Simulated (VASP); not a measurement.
Here is a VASP 6.6.1 calculation.

The input INCAR:

```
SYSTEM = Pd
PREC = Accurate
ENCUT = 520
EDIFF = 1E-6
ISMEAR = 0
SIGMA = 0.1
LREAL = .False.
LASPH = .True.
NELM = 150
ALGO = Normal
ISIF = 2
LWAVE = .False.
LCHARG = .False.
ISPIN = 2
MAGMOM = 1 1
LORBIT = 11
LMAXMIX = 4
GGA = PE
NBANDS = 21
```

Contents of KPOINTS:

```
Automatic mesh
0
Gamma
  6 6 4
  0 0 0
```

The input POSCAR:

```
Pd
1.0
    2.7836650458      0.0000000000      0.0000000000
   -1.3918325229      2.4107246453      0.0000000000
    0.0000000000      0.0000000000      4.6288930000
Pd
2
Direct
    0.6666666700      0.3333333300      0.7500000000
    0.3333333300      0.6666666700      0.2500000000
```

Potentials or basis: VASP PAW PBE potentials, release 64 (Pd).

Run with:

```console
$ cat potpaw_PBE.64/Pd/POTCAR > POTCAR
$ mpirun -np 1 vasp_std > vasp.out
```

Estimate the pressure.

-1.9 GPa.

What does it give for the site moments?

Pd +0.39 μB.

Predict the net moment.

0.78 μB per cell.

Estimate the band gap on the k mesh.

none (metal or under the smearing width).

Stress tensor (GPa, compression positive):
```
-1.65  0.00  0.00
 0.00 -1.65  0.00
 0.00  0.00 -2.37
```

Caveat: the k mesh is coarse (spacing up to 0.43 Å⁻¹), so the values aren't converged.
